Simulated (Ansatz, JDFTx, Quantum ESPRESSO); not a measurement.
# MnS: programs and potentials compared

```
Mn S
1.0
     0.00000    2.47346    2.47346
     2.47346    0.00000    2.47346
     2.47346    2.47346    0.00000
Mn S
1 1
Direct
  0.00000 0.00000 0.00000
  0.75000 0.75000 0.75000
```

The cell is a database's computed one, not the measured one.

Alike in all runs: task single point; functional PBEsol; k mesh 9 × 9 × 9; occupations fermi-dirac, width 0.05 eV; collinear spin, ferromagnetic start; no spin-orbit coupling. Pressure is positive in compression and, in plane waves, holds the error of the finite cutoff.

```tsv
program and potentials	plane-wave cutoff (eV)	notes	pressure (GPa)	net moment per atom (μB)
Ansatz, all-electron LAPW, scalar-relativistic	-	-	-3.00	0.12
Quantum ESPRESSO, GBRV 1.5 PBEsol	612	-	-3.18	0.12
JDFTx, PseudoDojo-SR-PBEsol-0.4.1-standard with smoothed tails	1306	-	-3.13	0.14
```

The pressure spans -3.18 (Quantum ESPRESSO, GBRV 1.5 PBEsol) to -3.00 GPa (Ansatz, all-electron LAPW, scalar-relativistic), with all-electron results at -3.00. The net moment per atom spans 0.12 (Quantum ESPRESSO, GBRV 1.5 PBEsol) to 0.14 μB (JDFTx, PseudoDojo-SR-PBEsol-0.4.1-standard with smoothed tails), with all-electron results at 0.12. The state is the one that the start led to, which needn't be the lowest.

Differences between rows come from potentials, basis sets and numerical settings, since the functional is the same but for its coding. Runs on potential files found faulty are left out.
